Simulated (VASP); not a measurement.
BaTiO3:

```
Ba Ti O
1.0
     2.82737    1.63238    2.31839
    -2.82737    1.63238    2.31839
     0.00000   -3.26476    2.31839
Ba Ti O
1 1 3
Direct
  0.00000 0.00000 0.00000
  0.48450 0.48450 0.48450
  0.50860 0.50860 0.01750
  0.01750 0.50860 0.50860
  0.50860 0.01750 0.50860
```

```yaml
Program: VASP 6.6.1
Task: relaxation of cell and atoms
Functional: r2SCAN
Potentials_or_basis: VASP PAW PBE potentials, release 64 (Ba_sv, Ti_sv, O)
Cutoff: 600 eV
k_mesh: 7 × 7 × 7
Occupations: gaussian, width 0.03 eV
Spin: no spin polarisation
```

At the start: pressure 3.8 GPa; volume 12.84 Å³/atom.

How do energy, volume and symmetry change on relaxing?

Over 8 steps the energy falls by 3.4 meV/atom and the volume is 13.14 Å³/atom (+2.3 %); space group R3m (No. 160, to 0.05 Å).

The path:
```csv
step,energy change (eV),largest force (eV/Å),pressure (GPa),volume (Å³)
1,0.0000,0.2558,3.78,64.20
2,0.0092,0.3093,-4.27,67.05
3,-0.0155,0.0907,0.04,65.44
4,-0.0162,0.0610,0.03,65.50
5,-0.0167,0.0482,0.01,65.61
6,-0.0169,0.0247,0.02,65.64
7,-0.0170,0.0060,0.03,65.67
8,-0.0170,0.0036,-0.03,65.70
```

Final structure:
```xyz
5
Lattice="2.8488 1.6447 2.3371 -2.8488 1.6447 2.3371 0.0000 -3.2895 2.3371" Properties=species:S:1:pos:R:3 pbc="T T T"
Ba    0.0000    0.0000    6.9938
Ti    0.0000    0.0000    3.3952
O     0.0000    1.6137    2.4245
O    -1.3975   -0.8068    2.4245
O     1.3975   -0.8068    2.4245
```

Caveat: the PAW data sets were made with another functional, which shifts forces and pressure a little.
